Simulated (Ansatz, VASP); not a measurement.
# KF (Carobbiite): VASP beside Ansatz, part 2 of 2

One calculation is typed for both programs; each brings its own data sets and cutoff. How far apart do they land? The cell is taken from a series of VASP runs on this material, whose earlier steps may have relaxed, scaled or displaced it; both programs get it as it stands.

VASP 6.6.1 and Ansatz 0.2.0.

So far. Step 2 (VASP: band structure, PBE): The run ends at a pressure of 0.52 GPa.

### 6. VASP: band structure, LDA

Level of this step: LDA; plane waves and PAW (K_sv, F) (VASP).

The same cell, functional (in two slightly different forms), mesh and smearing now go to VASP, with its own data sets and cutoff.

File INCAR:

```
SYSTEM = KF
PREC = Accurate
ENCUT = 460
EDIFF = 1E-06
NELM = 100
ISMEAR = 0
SIGMA = 0.03
LREAL = .FALSE.
ALGO = Normal
GGA = CA
NBANDS = 20
LORBIT = 11
LWAVE = .FALSE.
LCHARG = .FALSE.
KPAR = 4
LASPH = .TRUE.
```

File POSCAR:

```
KF
1.0
    0.0000000000      2.5859887331      2.5859887331
    2.5859887331      0.0000000000      2.5859887331
    2.5859887331      2.5859887331      0.0000000000
K F
1 1
Direct
    0.0000000000      0.0000000000      0.0000000000
    0.5000000000      0.5000000000      0.5000000000
```

File KPOINTS:

```
Automatic mesh
0
Gamma
8 8 8
0 0 0
```

File KPOINTS_OPT:

```
Line mode
10
Line-mode
Reciprocal
  0.00000000   0.00000000   0.00000000 GAMMA
  0.50000000   0.00000000   0.50000000 X

  0.50000000   0.00000000   0.50000000 X
  0.50000000   0.25000000   0.75000000 W

  0.50000000   0.25000000   0.75000000 W
  0.37500000   0.37500000   0.75000000 K

  0.37500000   0.37500000   0.75000000 K
  0.00000000   0.00000000   0.00000000 GAMMA

  0.00000000   0.00000000   0.00000000 GAMMA
  0.50000000   0.50000000   0.50000000 L

  0.50000000   0.50000000   0.50000000 L
  0.62500000   0.25000000   0.62500000 U

  0.62500000   0.25000000   0.62500000 U
  0.50000000   0.25000000   0.75000000 W

  0.50000000   0.25000000   0.75000000 W
  0.50000000   0.50000000   0.50000000 L

  0.50000000   0.50000000   0.50000000 L
  0.37500000   0.37500000   0.75000000 K

  0.62500000   0.25000000   0.62500000 U
  0.50000000   0.00000000   0.50000000 X
```

The projector-augmented-wave data sets are K_sv and F (LDA family, release 64).

The run is started by

```console
$ mpirun -np 4 vasp_std
```

Numbers of over 12 decimals in the logs are rounded to 6 here.

Output:

```text
[banner, memory and clock lines left out]
running    4 mpi-ranks, on    1 nodes
[...]
LDA part: xc-table for (Slater(with rela. corr.)+CA(PZ))
 , standard interpolation
 POSCAR, INCAR and KPOINTS ok, starting setup
[...]
entering main loop
       N       E                     dE             d eps       ncg     rms          rms(c)
DAV:   1     0.105400815702E+03    0.10540E+03   -0.72484E+03  1176   0.713E+02
DAV:   2    -0.659502540680E+01   -0.11200E+03   -0.10127E+03  1404   0.227E+02
DAV:   3    -0.101555317775E+02   -0.35605E+01   -0.35364E+01  1508   0.362E+01
DAV:   4    -0.102493046951E+02   -0.93773E-01   -0.93732E-01  1548   0.573E+00
[...]
DAV:  11    -0.907583144809E+01    0.39027E-06   -0.22436E-05  1404   0.643E-02    0.194E-02
DAV:  12    -0.907583027983E+01    0.11683E-05   -0.62839E-06  1440   0.263E-02    0.276E-03
DAV:  13    -0.907583037884E+01   -0.99014E-07   -0.54993E-07  1236   0.531E-03
   1 F= -.90758304E+01 E0= -.90758304E+01  d E =-.241367E-36
 Start KPOINTS_OPT (optional k-point list driver)
k-point batch [1-29\100]
       N       E                     dE             ncg
DAV:   1    -0.202343195111E+04   -0.17147E+05     1160
DAV:   2    -0.539433690669E+04   -0.33709E+04     1340
DAV:   3    -0.550889629824E+04   -0.11456E+03     1632
DAV:   4    -0.551158835834E+04   -0.26921E+01     1468
DAV:   5    -0.551162584160E+04   -0.37483E-01     1628
DAV:   6    -0.551162628410E+04   -0.44250E-03     1436
DAV:   7    -0.551162630286E+04   -0.18757E-04     1412
DAV:   8    -0.551162630410E+04   -0.12384E-05      948
DAV:   9    -0.551162630415E+04   -0.51728E-07      944
[...]
k-point batch [88-100\100]
       N       E                     dE             ncg
DAV:   1     0.794407757446E+04   -0.87964E+04      520
DAV:   2     0.643845739731E+04   -0.15056E+04      620
DAV:   3     0.639010609938E+04   -0.48351E+02      696
DAV:   4     0.638868846196E+04   -0.14176E+01      676
DAV:   5     0.638866026532E+04   -0.28197E-01      692
DAV:   6     0.638865930655E+04   -0.95877E-03      668
DAV:   7     0.638865924801E+04   -0.58540E-04      608
DAV:   8     0.638865924415E+04   -0.38670E-05      408
DAV:   9     0.638865924390E+04   -0.24536E-06      380
```

From OUTCAR (step 6):

```text
  Total       -0.1952575     -0.1952575     -0.1952575     -0.0000000      0.0000000      0.0000000
  in kB       -9.0449985     -9.0449985     -9.0449985     -0.0000000      0.0000000      0.0000000
  external PRESSURE =      -9.0449985 kB  Pullay stress =       0.0000000 kB

 POSITION                                       TOTAL-FORCE (eV/Angst)
 -----------------------------------------------------------------------------------
      0.00000      0.00000      0.00000        -0.000000      0.000000      0.000000
      2.58599      2.58599      2.58599         0.000000     -0.000000     -0.000000
 -----------------------------------------------------------------------------------
    total drift:                                0.000000      0.000000      0.000000

  FREE ENERGIE OF THE ION-ELECTRON SYSTEM (eV)
  ---------------------------------------------------
  free  energy   TOTEN  =        -9.0758303788 eV

  energy  without entropy=       -9.0758303788  energy(sigma->0) =       -9.07583038

[... 1 part as in an earlier step ...]

[... 2 further parts left out ...]
[key lines of the parts left out:]
E-fermi :  -2.6857
```

The run ends at a pressure of -0.90 GPa.

### 7. Comparison

What differs besides the data sets and the points named for the pairs above, as far as they apply: the two LDA forms differ slightly; VASP's log shows a relativistic correction to its local exchange, Ansatz's none. Total energies have different zeros and are not compared.

Compared:

```tsv
quantity	Ansatz	VASP	difference
pressure (GPa)	-0.25	-0.90	+0.66
pressure without Ansatz's Pulay correction (GPa)	-0.73	-0.90	+0.17
gap over the path points (eV)	6.335	6.319	+0.015
```

Levels at points of the path, from each program's valence-band top (eV; 4 filled, then empty):

```tsv
k (reciprocal lattice)	Ansatz	VASP
0.000 0.000 0.000	-8.77 0.00 0.00 0.00 6.33 10.78 10.78	-8.77 0.00 0.00 0.00 6.32 10.77 10.77
0.167 0.000 0.167	-8.82 -0.46 -0.03 -0.03 7.33 9.77 11.58	-8.82 -0.46 -0.03 -0.03 7.32 9.75 11.58
0.333 0.000 0.333	-9.00 -0.47 -0.04 -0.04 8.47 9.29 12.78	-9.00 -0.48 -0.04 -0.04 8.44 9.28 12.80
0.500 0.000 0.500	-9.08 -0.14 -0.03 -0.03 7.97 10.70 12.18	-9.08 -0.14 -0.03 -0.03 7.95 10.68 12.19
0.500 0.083 0.583	-9.03 -0.15 -0.14 -0.04 8.21 10.91 11.74	-9.03 -0.15 -0.14 -0.05 8.18 10.90 11.75
0.500 0.194 0.694	-8.90 -0.45 -0.14 -0.10 9.14 10.47 11.51	-8.90 -0.46 -0.14 -0.10 9.12 10.46 11.50
0.500 0.250 0.750	-8.87 -0.51 -0.12 -0.12 9.78 9.78 11.63	-8.87 -0.51 -0.12 -0.12 9.76 9.76 11.63
0.458 0.292 0.750	-8.89 -0.49 -0.13 -0.13 9.31 10.29 11.60	-8.89 -0.49 -0.14 -0.14 9.29 10.29 11.59
0.403 0.347 0.750	-8.96 -0.41 -0.20 -0.14 8.93 10.85 11.53	-8.96 -0.41 -0.21 -0.14 8.91 10.85 11.52
0.375 0.375 0.750	-8.98 -0.39 -0.23 -0.14 8.88 10.94 11.52	-8.98 -0.39 -0.23 -0.14 8.86 10.94 11.51
```

Among the levels compared at these points, filled levels agree within 5 meV and empty ones within 28 meV. Ansatz's pressure holds a Pulay correction of 0.49 GPa; VASP's holds none.

### 8. VASP: single point, LDA

With cell and atoms fixed, the geometry can't cause a difference; cores, projectors, grids and the points listed under the comparison can. The cell compared in this pair holds 38.22 Å³, against 34.59 Å³ for the pair before.

File INCAR:

```
SYSTEM = KF
PREC = Accurate
ENCUT = 520
EDIFF = 1E-08
NELM = 100
ISMEAR = 0
SIGMA = 0.01
LREAL = .FALSE.
ALGO = Normal
GGA = CA
NBANDS = 14
LORBIT = 11
LWAVE = .TRUE.
LCHARG = .FALSE.
KPAR = 4
```

File POSCAR:

```
KF
1.0
    0.0000000000      2.6735000000      2.6735000000
    2.6735000000      0.0000000000      2.6735000000
    2.6735000000      2.6735000000      0.0000000000
K F
1 1
Direct
    0.0000000000      0.0000000000      0.0000000000
    0.5000000000      0.5000000000      0.5000000000
```

File KPOINTS:

```
Automatic mesh
0
Gamma
4 4 4
0 0 0
```

PAW data sets: K_sv_GW and F_GW (LDA family, release 64).

The run is started by

```console
$ mpirun -np 4 vasp_std
```

Output:

```text
[... set-up lines as in an earlier step ...]
 entering main loop
       N       E                     dE             d eps       ncg     rms          rms(c)
DAV:   1     0.194214500532E+03    0.19421E+03   -0.68748E+03   224   0.109E+03
DAV:   2     0.246995759210E+01   -0.19174E+03   -0.17699E+03   340   0.344E+02
DAV:   3    -0.127295498854E+02   -0.15200E+02   -0.15004E+02   360   0.120E+02
DAV:   4    -0.130792418668E+02   -0.34969E+00   -0.34950E+00   272   0.195E+01
[...]
DAV:  12    -0.115740223004E+02    0.26470E-04   -0.73224E-05   352   0.878E-02    0.866E-03
DAV:  13    -0.115740221354E+02    0.16493E-06   -0.17974E-06   272   0.129E-02    0.354E-03
DAV:  14    -0.115740221358E+02   -0.38904E-09   -0.40846E-08   324   0.178E-03
   1 F= -.11574022E+02 E0= -.11574022E+02  d E =-.850223-101
 writing wavefunctions
```

OUTCAR, selected parts (step 8):

```text
  Total       -1.2396952     -1.2396952     -1.2396952     -0.0000000     -0.0000000      0.0000000
  in kB      -51.9702655    -51.9702655    -51.9702655     -0.0000000     -0.0000000      0.0000000
  external PRESSURE =     -51.9702655 kB  Pullay stress =       0.0000000 kB

 POSITION                                       TOTAL-FORCE (eV/Angst)
 -----------------------------------------------------------------------------------
      0.00000      0.00000      0.00000        -0.000000      0.000000     -0.000000
      2.67350      2.67350      2.67350         0.000000     -0.000000      0.000000
 -----------------------------------------------------------------------------------
    total drift:                                0.000000      0.000000      0.000000

  FREE ENERGIE OF THE ION-ELECTRON SYSTEM (eV)
  ---------------------------------------------------
  free  energy   TOTEN  =       -11.5740221358 eV

  energy  without entropy=      -11.5740221358  energy(sigma->0) =      -11.57402214

[... 3 further parts left out ...]
[key lines of the parts left out:]
E-fermi :  -0.7567
```

The run ends at a pressure of -5.20 GPa.

### 9. Ansatz: single point, LDA

The same cell, functional (in two slightly different forms), mesh and smearing now go to Ansatz, which takes its cutoff from its data sets.

The cell is taken from a series of VASP runs on this material, whose earlier steps may have relaxed, scaled or displaced it; both programs get it as it stands.

File input.yaml:

```yaml
crystal:
  lattice:
    - [0.0, 2.6735, 2.6735]
    - [2.6735, 0.0, 2.6735]
    - [2.6735, 2.6735, 0.0]
  atoms:
    - { symbol: K, position: [0.0, 0.0, 0.0] }
    - { symbol: F, position: [0.5, 0.5, 0.5] }
hamiltonian:
  xc: lda
  pseudopotentials: { kind: paw }
kpoints:
  mp_grid: { grid: [4, 4, 4] }
scf:
  occupations: { method: gaussian, width: 0.01 }
  n_extra_bands: 4
output:
  forces: true
  stress: true
  eigenvalues: true
```

The run is started by

```console
$ ansatz run input.yaml --threads 2 --pin off --max-ram 4608MiB --backend cpu --events-out ev --progress --plain --runs-dir out
```

Output:

```text
[...]
Crystal: 2 atoms, lattice volume = 38.218 Å³
Basis set: ecut = 420 eV, 725 PW (Γ)
Bands: 12, of which v1, the nominal top of the filled ones, is band 8 counted from 1 (7 counted from 0)
Symmetry: 48 space group operations
[...]
k-points: 8 of 64
[...]
--- Band table (eV; the first three rows and the last of 8) ---
  k-point 0: bands = [... 4 lower, -8.1129, 0.9955, 0.9955, 0.9955, 6.7937, 11.5194, 11.5194, 11.5194]
  k-point 1: bands = [... 4 lower, -8.1324, 0.5287, 0.8095, 0.8095, 8.3245, 10.8421, 12.2595, 12.2595]
  k-point 2: bands = [... 4 lower, -8.1515, 0.1561, 0.6319, 0.6319, 9.7812, 11.2018, 12.9365, 12.9365]
  k-point 7: bands = [... 4 lower, -8.2045, 0.5719, 0.8287, 0.8287, 10.4452, 10.4452, 12.0497, 14.1953]
[key lines of the parts left out:]
SCF converged after 6 iterations
Free energy (F): -2292.731732 eV
Fermi energy:    3.894613 eV
P = ⅓ Tr σ = -3.5419 GPa (-35.419 kbar)
```

The job ended after 0.37 s (2 threads of Intel Xeon at 2.60GHz (Ice Lake), shared host; peak memory 0.31 GiB; 0.5 s of CPU time).

The run ends at a pressure of -3.54 GPa.

### 10. Side by side

What differs besides the data sets and the points named for the pairs above, as far as they apply: the cutoff is 420 eV in Ansatz and 520 eV in VASP. Total energies have different zeros and are not compared.

The two programs side by side:

```tsv
quantity	Ansatz	VASP	difference
gap on the k mesh (eV)	5.798	5.795	+0.003
```

Not compared: the pressure (VASP's GW data sets at this cutoff don't carry it). A gap on the mesh is an upper bound, since the band edges may lie between its points.

### 11. What the set-up changes

Further runs change the set-up of one program: Ansatz's method, potentials or start, or VASP's data sets, cutoff or form of LDA. The table gives Ansatz less VASP for each quantity, since a change that brings one quantity closer may part another.

```tsv
run	gap on the k mesh (eV)
as above	0.0034
cores kept as stored	0.0037
Ansatz's all-electron LAPW method	-0.0033
Ansatz's larger PAW set (cutoff 1300 eV)	-0.0037
norm-conserving potentials (cutoff 1143 eV)	0.016
```

### 12. What came out

```json
{"difference in gap over the path points (band structure, PBE)": "0.012 eV", "difference in pressure (band structure, PBE)": "0.80 GPa", "difference in gap over the path points (band structure, LDA)": "0.015 eV", "difference in pressure (band structure, LDA)": "0.66 GPa", "difference in gap on the k mesh (single point, LDA)": "0.0034 eV"}
```

In words: The difference in pressure is 0.80 GPa (band structure, PBE), within the 1 GPa picked in this series as the mark of a large difference. VASP's data sets differ among the pairs, so a change from pair to pair isn't the functional's or the coupling's alone. Single point, LDA, Ansatz's all-electron LAPW method: the difference in gap on the k mesh goes from 0.0034 to -0.0033 eV. Single point, LDA, Ansatz's larger PAW set (cutoff 1300 eV): the difference in gap on the k mesh goes from 0.0034 to -0.0037 eV. Single point, LDA, norm-conserving potentials (cutoff 1143 eV): the difference in gap on the k mesh goes from 0.0034 to 0.016 eV. 2 further runs of this series are not shown here. How closely two codes agree says nothing of how well the functional describes the real material.

[Lines on the potential files, build, host, timing and source positions are cut from VASP's logs without a mark.]

[Logs are printed without paths, hosts, clocks, repeated set-up lines and the standing remarks that a program may print on its own settings, such as how far it seeks lower states.]

[Hosts, paths, dates, database ids (printed as entryN), source tags and the programs' standing remarks are cut or masked in the printed files.]
